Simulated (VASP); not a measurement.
Set up this calculation in VASP 6.6.1, as the native input.

- Task: relaxation of cell and atoms
- Functional: PBE
- Dispersion: D3
- Potentials or basis: VASP PAW PBE potentials, release 64 (Cd, S)
- Cutoff: 600 eV
- k mesh: 7 × 7 × 4
- Occupations: fermi-dirac, width 0.05 eV
- Spin: no spin polarisation
- Further INCAR settings: ALGO = Fast; EDIFF = 1e-06; IBRION = 2; EDIFFG = -0.005; NSW = 60; ISIF = 3

The structure of CdS (Greenockite) lies in POSCAR:

```
CdS
1.0
    4.1500000000      0.0000000000      0.0000000000
   -2.0750000000      3.5940054257      0.0000000000
    0.0000000000      0.0000000000      6.7370000000
Cd S
2 2
Direct
    0.6666666667      0.3333333333      0.5000000000
    0.3333333333      0.6666666667      0.0000000000
    0.6666666667      0.3333333333      0.8750000000
    0.3333333333      0.6666666667      0.3750000000
```

These files were run (other wordings do the same):

INCAR

```
PREC = Accurate
ENCUT = 600
EDIFF = 1E-6
ISMEAR = -1
SIGMA = 0.05
LREAL = F
LASPH = T
NELM = 60
ALGO = Fast
ISIF = 3
LWAVE = F
LCHARG = F
GGA = PE
IVDW = 11
IBRION = 2
NSW = 60
EDIFFG = -0.005
```

KPOINTS

```
regular mesh
0
Gamma
  7 7 4
```

Potentials or basis: VASP PAW PBE potentials, release 64 (Cd, S).

Launch:

```console
$ cat potpaw_PBE.64/Cd/POTCAR potpaw_PBE.64/S/POTCAR > POTCAR
$ mpirun -np 1 vasp_std > vasp.out
```

It gave:

```json
{
 "Relaxed volume": "25.23 Å³/atom",
 "Relaxed cell": "a = 4.150 Å, b = 4.150 Å, c = 6.766 Å, α = 90.00°, β = 90.00°, γ = 120.00°",
 "Space group after relaxing (to 0.05 Å)": "P6_3mc (No. 186)",
 "Energy gained by relaxing": "0.4 meV/atom",
 "Ionic steps": "5",
 "Pressure after relaxing": "0.0 GPa",
 "Band gap on the k mesh": "1.18 eV, direct",
 "Dispersion energy per atom": "-0.253 eV"
}
```

It took 76 s on 1 thread of Intel(R) Xeon(R) 6975P-C (Granite Rapids) (shared host), peak memory 0.29 GiB.
